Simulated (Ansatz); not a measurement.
# Gd in Ansatz: the effect of functional

Gd:

```
Gd
1.0
     3.61160    0.00000    0.00000
    -1.80580    3.12773    0.00000
     0.00000    0.00000    5.74379
Gd
2
Direct
  0.66667 0.33333 0.75000
  0.33333 0.66667 0.25000
```

The cell isn't the ideal one: volume scaled by 0.98.

Alike in all runs:

```yaml
Program: Ansatz 0.2.0
Task: single point
Potentials_or_basis: Ansatz PAW
k_mesh: 8 × 8 × 5
Occupations: fermi-dirac, width 0.05 eV
Spin: collinear spin, ferromagnetic start
Starting_moments: "[7.0, 7.0] μB"
```

```tsv
functional	cutoff	pressure (GPa)	moment (μB)
LDA	420 eV (not typed: the program's choice for these potentials)	-3.2	14.99
r2SCAN	500 eV (not typed: the program's choice for these potentials)	1.7	15.87
PBE	420 eV (not typed: the program's choice for these potentials)	?	?
```

Question: What does the run with functional PBE give?

Answer: Pressure 1.3 GPa; moment 15.22 μB.

Caveats: the PAW data sets come from PBE, with cores solved anew for the run's functional, which leaves a small shift of forces and pressure (some runs); the magnetic or orbital state may not be the lowest (some runs).
